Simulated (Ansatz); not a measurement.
# Pb under changes of volume

One of the cells (31.034 Å³/atom); the others are scaled copies at fixed shape and fractional positions:

```
Pb
1.0
    -1.97966    1.97966    1.97966
     1.97966   -1.97966    1.97966
     1.97966    1.97966   -1.97966
Pb
1
Cartesian
  0.0000 0.0000 0.0000
```

This isn't the form of Pb at room conditions, which is fcc.

```yaml
Program: Ansatz 0.2.0
Functional: LDA
Potentials_or_basis: Ansatz PAW
Cutoff: "420 eV (not typed: the program's choice for these potentials)"
k_mesh: 9 × 9 × 9
Occupations: fermi-dirac, width 0.05 eV
Spin: no spin polarisation
```

| volume (Å³/atom) | energy over the lowest point (meV/atom) | pressure (GPa) |
| --- | --- | --- |
| 29.172 | 0.00 | -0.8 |
| 29.792 | 5.38 | -1.8 |
| 30.413 | 14.45 | -2.7 |
| 31.034 | 26.72 | -3.4 |
| 31.654 | 41.71 | -4.0 |
| 32.275 | ? | ? |
| 32.896 | 78.08 | -5.0 |

Q: What does the run at 32.275 Å³/atom give?

A: Energy over the lowest point 58.96 meV/atom; pressure -4.6 GPa.

Worked out: A Birch-Murnaghan fit of order 3 (a polynomial in V^(-2/3)) to the other rows has its minimum at 28.73 Å³/atom, just outside them, with B0 = V·E''(V) = 58 GPa and B' = 6.3. It gives 58.93 meV/atom at 32.275 Å³/atom, against the run's 58.96, and -dE/dV = -4.7 GPa, against -4.6.

Energies are extrapolated to zero smearing.

Caveats: the PAW data sets come from PBE, with cores solved anew for the run's functional, which leaves a small shift of forces and pressure.
